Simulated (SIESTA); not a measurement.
Nb in SIESTA: convergence with k mesh

Input of the first run (k mesh 3 × 3 × 3); the others differ in this setting and in those tied to it:

File Nb.fdf:

```
SystemName                      Nb
SystemLabel                     Nb
NumberOfSpecies                 1
NumberOfAtoms                   1
%block ChemicalSpeciesLabel
  1  41 Nb
%endblock ChemicalSpeciesLabel

LatticeConstant                 1.0 Ang
%block LatticeVectors
    -1.6548140000     1.6618910000     1.6630990000
     1.6118880000    -1.6697760000     1.6280580000
     1.7028480000     1.7178090000    -1.6709840000
%endblock LatticeVectors
AtomicCoordinatesFormat         Fractional
%block AtomicCoordinatesAndAtomicSpecies
    -0.0028920000    -0.0076530000     0.0052760000  1  Nb
%endblock AtomicCoordinatesAndAtomicSpecies

%block kgrid.MonkhorstPack
    3   0   0  0.0
    0   3   0  0.0
    0   0   3  0.0
%endblock kgrid.MonkhorstPack
XC.Functional                   GGA
XC.Authors                      PBE
PAO.BasisSize                   DZP
PAO.EnergyShift                 0.003 Ry
Mesh.Cutoff                     800 Ry
OccupationFunction              FD
ElectronicTemperature           0.05 eV
MaxSCFIterations                120
SCF.MustConverge                false
SCF.Mixer.Method                Pulay
SCF.Mixer.Weight                0.25
SCF.Mixer.History               8
SCF.DM.Tolerance                5.0e-05
SCF.H.Tolerance                 1.0e-03 eV
WriteForces                     true
Charge.Mulliken                 end
%block PAO.Basis
  Nb 5
  n=4 0 2
    3.366 0.000
  n=5 0 2
    9.205 0.000
  n=4 1 2
    3.905 0.000
  n=5 1 1
    9.205
  n=4 2 2
    7.356 0.000
%endblock PAO.Basis
```

Potentials or basis: PseudoDojo 0.4 standard (PBE files), DZP (energy shift 0.003 Ry; two zetas on semicore shells).

Command:

```sh
$ siesta Nb.fdf > Nb.out 2>&1
```

The cell isn't the ideal one: cell strained at random at fixed volume.

Hardware: 1 thread of Intel(R) Xeon(R) 6975P-C (Granite Rapids), on a shared host.

```
      k mesh  energy less the tightest run, at zero smearing (meV/atom)  pressure (GPa)  SCF cycles  CPU time (s)  peak memory (GiB)
   3 × 3 × 3                                                    -152.35           -2.74           9            36                0.3
   4 × 4 × 4                                                     -31.38            1.94           8            35                0.3
   6 × 6 × 6                                                      20.67           -3.22           7            34                0.3
   8 × 8 × 8                                                     -25.30           -0.90           7            37                0.3
   9 × 9 × 9                                                     -13.62           -1.46           7            38                0.3
11 × 11 × 11                                                       5.30           -0.69           9            50                0.3
14 × 14 × 14                                                       0.00           -0.91           9            65                0.3
```

Not settled before the last step: the energy (to 1 meV/atom), the pressure (to 0.1 GPa). Meshes of other sizes hit other points, so gaps and Fermi surfaces needn't settle smoothly. The tightest run that finished is the yardstick and may itself not be fully converged.

Caveat, for the tightest run too: the basis of atomic orbitals isn't converged, which shifts pressures, moduli and gaps.
